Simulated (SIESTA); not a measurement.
Input of a SIESTA 5.4.2 run:

The input PbO2.fdf:

```
SystemName                      PbO2
SystemLabel                     PbO2
NumberOfSpecies                 2
NumberOfAtoms                   3
%block ChemicalSpeciesLabel
  1  82 Pb
  2   8 O
%endblock ChemicalSpeciesLabel

LatticeConstant                 1.0 Ang
%block LatticeVectors
     0.0000000000     2.7019920000     2.7019920000
     2.7019920000     0.0000000000     2.7019920000
     2.7019920000     2.7019920000     0.0000000000
%endblock LatticeVectors
AtomicCoordinatesFormat         Ang
%block AtomicCoordinatesAndAtomicSpecies
     0.0000000000     0.0000000000     0.0000000000  1
     4.0529880000     4.0529880000     4.0529880000  2
     1.3509960000     1.3509960000     1.3509960000  2
%endblock AtomicCoordinatesAndAtomicSpecies

%block kgrid.MonkhorstPack
    9   0   0  0.0
    0   9   0  0.0
    0   0   9  0.0
%endblock kgrid.MonkhorstPack
XC.Functional                   GGA
XC.Authors                      PBE
PAO.BasisSize                   DZP
PAO.EnergyShift                 0.003 Ry
Mesh.Cutoff                     800 Ry
OccupationFunction              FD
ElectronicTemperature           0.05 eV
MaxSCFIterations                120
SCF.MustConverge                false
SCF.Mixer.Method                Pulay
SCF.Mixer.Weight                0.25
SCF.Mixer.History               8
SCF.DM.Tolerance                5.0e-05
SCF.H.Tolerance                 1.0e-03 eV
WriteForces                     true
Charge.Mulliken                 end
%block PAO.Basis
  Pb 4
  n=6 0 2
    6.167 0.000
  n=6 1 2
    8.915 0.000
  n=5 2 2
    4.155 0.000
  n=6 2 1
    8.915
%endblock PAO.Basis
```

Potentials or basis: PseudoDojo 0.4 standard (PBE files), DZP (energy shift 0.003 Ry; two zetas on semicore shells).

Command:

```bash
$ siesta PbO2.fdf > PbO2.out 2>&1
```

Task: What does it give for the band gap on the k mesh?

Result: None (metal or under the smearing width).

Task: Predict the pressure.

Result: 4.6 GPa.

Caveat: the basis of atomic orbitals isn't converged, which shifts pressures, moduli and gaps. The run has no spin-orbit coupling, so splittings on Pb are missing.
